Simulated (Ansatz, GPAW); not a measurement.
This is a calculation of WC (Qusongite) for GPAW 26.7.0 (ASE script). 

Contents of run.py:

```python
from ase.dft.bandgap import bandgap
from ase.io import read, write
from ase.units import GPa
from gpaw import GPAW, PW

atoms = read('POSCAR')

calc = GPAW(mode=PW(800),
            xc='PBE',
            kpts={'size': (10, 10, 9), 'gamma': True},
            occupations={'name': 'methfessel-paxton', 'order': 0, 'width': 0.011},
            nbands=19,
            convergence={'density': 1e-05, 'energy': 1e-05},
            maxiter=150,
            txt='gpaw.txt')
atoms.calc = calc
energy = atoms.get_potential_energy()
forces = atoms.get_forces()
stress = atoms.get_stress()
calc.write('gs.gpw')
write('result.traj', atoms)
print(f'Energy: {energy:.6f} eV')
print('Forces (eV/A):')
print(forces.round(4))
print('Stress (GPa):', (stress / GPa).round(3))
print('Fermi level:', round(calc.get_fermi_level(), 4), 'eV')
print(f'Gap: {bandgap(calc)[0]:.4f} eV, direct: {bandgap(calc, direct=True)[0]:.4f} eV')
```

The input POSCAR:

```
WC
1.0
    2.9065000000      0.0000000000      0.0000000000
   -1.4532500000      2.5171028361      0.0000000000
    0.0000000000      0.0000000000      2.8366000000
W C
1 1
Direct
    0.0000000000      0.0000000000      0.0000000000
    0.6666666667      0.3333333333      0.5000000000
```

Potentials or basis: GPAW PAW data sets (gpaw-data 1.2.1), pw.

Run with:

```bash
$ OMP_NUM_THREADS=1 python run.py
```

Question: What does the same run look like in Ansatz 0.2.0? Potentials or basis there: Ansatz PAW, cutoff 420 eV.

Answer: As run (cutoffs and basis follow the program's own potentials, and thresholds, step limits or extra output files can differ):

The input input.yaml:

```yaml
crystal:
  lattice:
    - [2.9065, 0.0, 0.0]
    - [-1.45325, 2.5171028361, 0.0]
    - [0.0, 0.0, 2.8366]
  atoms:
    - { symbol: W, position: [0.0, 0.0, 0.0] }
    - { symbol: C, position: [0.6666666667, 0.3333333333, 0.5] }
hamiltonian:
  xc: pbe
  pseudopotentials: { kind: paw }
kpoints:
  mp_grid: { grid: [10, 10, 9] }
scf:
  occupations: { method: gaussian, width: 0.011 }
output:
  forces: true
  stress: true
  eigenvalues: true
  write_density: true
  write_potential: true
  elf: true
  volumetric_format: npy
```

Potentials or basis: Ansatz PAW.

The run is started by

```sh
$ ansatz run input.yaml --threads 2 --pin off --max-ram 5632MiB --backend cpu --events-out ev --progress --plain --runs-dir out
```

Both were run:

|  | GPAW | Ansatz |
| --- | --- | --- |
| Pressure | 5.4 GPa | 5.6 GPa |

Ansatz's pressure holds a Pulay term of +0.31 GPa for its cutoff of 420 eV, which the other run lacks.

Where Ansatz's input types no cutoff or centring, it takes its own default and a Γ-centred mesh.

Pressure is positive in compression.
